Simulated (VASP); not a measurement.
**InP: relaxation of cell and atoms with PBE**

Crystal: InP.

```
CELL_PARAMETERS angstrom
0.00000 2.95198 2.95198
2.95198 0.00000 2.95198
2.95198 2.95198 0.00000
ATOMIC_POSITIONS crystal
In 0.00000 0.00000 0.00000
P 0.25000 0.25000 0.25000
```

The cell was built by a generator and isn't the measured one.

```yaml
Program: VASP 6.6.1
Task: relaxation of cell and atoms
Functional: PBE
Potentials_or_basis: VASP PAW PBE potentials, release 64 (In_d, P)
Cutoff: 600 eV
k_mesh: 10 × 10 × 10
Occupations: gaussian, width 0.02 eV
Spin: no spin polarisation
Dipole_correction: no
Further_INCAR_settings: ALGO = Fast; EDIFF = 1e-07; IBRION = 2; EDIFFG = -0.002; NSW = 100; ISIF = 3
```

The relaxed volume is 26.45 Å³/atom, the relaxed cell is a = 4.213 Å, b = 4.213 Å, c = 4.213 Å, α = 60.00°, β = 60.00°, γ = 60.00° and the space group after relaxing (to 0.05 Å) is F-43m (No. 216). The energy gained by relaxing is 3.9 meV/atom. The ionic steps are 5 and the pressure after relaxing is 0.0 GPa. The band gap on the k mesh is 0.44 eV, direct.

Step by step:
| step | energy change (eV) | largest force (eV/Å) | pressure (GPa) | volume (Å³) |
| --- | --- | --- | --- | --- |
| 1 | 0.0000 | 0.0000 | 1.77 | 51.45 |
| 2 | -0.0060 | 0.0000 | -0.75 | 53.59 |
| 3 | -0.0077 | 0.0000 | 0.03 | 52.89 |
| 4 | -0.0077 | 0.0000 | -0.02 | 52.92 |
| 5 | -0.0077 | 0.0000 | 0.01 | 52.89 |

Final structure:
```yaml
crystal:
  lattice:
    - [0.00000, 2.97938, 2.97938]
    - [2.97938, 0.00000, 2.97938]
    - [2.97938, 2.97938, 0.00000]
  atoms:
    - { symbol: In, position: [0.00000, 0.00000, 0.00000] }
    - { symbol: P, position: [0.25000, 0.25000, 0.25000] }
```

Levels at points of the mesh, in eV from the valence-band top:
| k point | band 6 | band 7 | band 8 | band 9 | band 10 | band 11 | band 12 | band 13 |
| --- | --- | --- | --- | --- | --- | --- | --- | --- |
| (0.00, 0.00, 0.00) | -11.19 | 0.00 | 0.00 | 0.00 | 0.44 | 4.09 | 4.09 | 4.09 |
| (0.50, 0.00, 0.00) | -9.62 | -5.47 | -0.90 | -0.90 | 1.38 | 4.80 | 4.80 | 6.99 |
| (0.50, 0.50, 0.00) | -9.03 | -5.54 | -2.16 | -2.16 | 1.85 | 2.26 | 8.91 | 9.26 |

It took 2.4 min on 1 thread of Intel(R) Xeon(R) Platinum 8488C (Sapphire Rapids), on a shared host, peak memory 0.24 GiB.

Caveat: spin-orbit coupling is left out, which moves the levels of the heavy elements. Expect the measured gap to be larger: semilocal functionals such as PBE lack the derivative discontinuity.
